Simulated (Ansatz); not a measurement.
# Si128C127: the cost of one run

Program: Ansatz 0.2.0, PAW, plane waves. These are calculated values, not measurements.

1 further run of the same task is left out (for a known fault of the program).

## 1. The system as built

255 atoms (128 Si, 127 C); a = 12.312 Å, b = 10.663 Å, c = 20.152 Å, α = 90.00°, β = 90.00°, γ = 90.00°. All atoms were shaken off their sites by about 0.02 Å along each axis. Defect site 1: (0.500, 0.333, 0.469). Starting moments add up to 1 μB.

The runs, in order: (2) PBEsol relaxation at the single k point (¼, ¼, ¼), on 1 × NVIDIA GB300 Max-Q with 32 threads of Arm Neoverse-V2; (3) HSE06 single point at the single k point (¼, ¼, ¼), on 1 × NVIDIA GB300 Max-Q with 32 threads of Arm Neoverse-V2.

## 2. PBEsol relaxation in the fixed cell

in.yaml reads:

```yaml
crystal:
  lattice:
    - [12.312272, 0.000000, 0.000000]
    - [0.000000, 10.662740, 0.000000]
    - [0.000000, 0.000000, 20.151893]
  atoms:
    - { symbol: Si, position: [0.997838, 0.999673, 0.250745] }
    - { symbol: Si, position: [0.999432, 0.000254, 0.748075] }
    - { symbol: Si, position: [0.247853, 0.000826, 0.251684] }
    - { symbol: Si, position: [0.251596, 0.997509, 0.750369] }
    # ... 74 atom lines left out here ...
    - { symbol: Si, position: [0.502105, 0.331929, 0.375866], spin: 0.25 }
    # ... 27 atom lines left out here ...
    - { symbol: Si, position: [0.375234, 0.252110, 0.500564], spin: 0.25 }
    # ... 7 atom lines left out here ...
    - { symbol: Si, position: [0.625265, 0.251741, 0.501422], spin: 0.25 }
    # ... 1 atom line left out here ...
    - { symbol: Si, position: [0.501426, 0.498793, 0.500433], spin: 0.25 }
    # ... 63 atom lines left out here ...
    - { symbol: C, position: [0.500857, 0.500726, 0.344052] }
    # ... 47 atom lines left out here ...
    - { symbol: C, position: [0.373988, 0.084695, 0.468450] }
    # ... 1 atom line left out here ...
    - { symbol: C, position: [0.250432, 0.330345, 0.469777] }
    # ... 8 atom lines left out here ...
    - { symbol: C, position: [0.378277, 0.580483, 0.469561] }
    # ... 7 atom lines left out here ...
    - { symbol: C, position: [0.625338, 0.582416, 0.469139] }
    # ... 7 atom lines left out here ...
  symmetry: { detect: false }
kpoints:
  mp_grid: { grid: [1, 1, 1], shift: [0.25, 0.25, 0.25] }
hamiltonian:
  xc: pbesol
total_charge: -3
magnetization:
  spin_polarized: true
scf:
  occupations: { method: fermi_dirac, width: 0.01 }
relax:
  f_tol: 0.03
  max_steps: 80
  escape_saddle: false
  adjacent_minimum: "off"
output:
  forces: true
  eigenvalues: true
  populations: true
  charged_corrections: { epsilon: 9.7 }
```

Launch:

```sh
ansatz run in.yaml --threads 32 --pin off --max-ram 171000MiB --runs-dir r --events-out ev --progress --plain --backend cuda --devices 0,
```

Q: Estimate wall time and peak memory on 1 × NVIDIA GB300 Max-Q with 32 threads of Arm Neoverse-V2, shared host.

About 94 s, with a peak of 3 GiB on the host.
